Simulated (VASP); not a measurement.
Crystal: Cu.

```
Cu
1.0
     0.00000    1.80750    1.80750
     1.80750    0.00000    1.80750
     1.80750    1.80750    0.00000
Cu
1
Cartesian
  0.0000 0.0000 0.0000
```

Base run:

| Item | Value |
| --- | --- |
| Program | VASP 6.6.1 |
| Functional | SCAN |
| Potentials or basis | VASP PAW PBE potentials, release 64 (Cu) |
| Cutoff | 520 eV |
| k mesh | 13 × 13 × 13 |
| Occupations | fermi-dirac, width 0.05 eV |
| Spin | no spin polarisation |

Its results: pressure -6.3 GPa.

**Question.** The run is repeated on the same cell with these changes: functional from SCAN to PBE; occupations from fermi-dirac, width 0.05 eV to gaussian, width 0.012 eV. What comes out?

**Answer.** Pressure 2.2 GPa.

Caveats: the PAW data sets were made with another functional, which shifts forces and pressure a little (some runs).
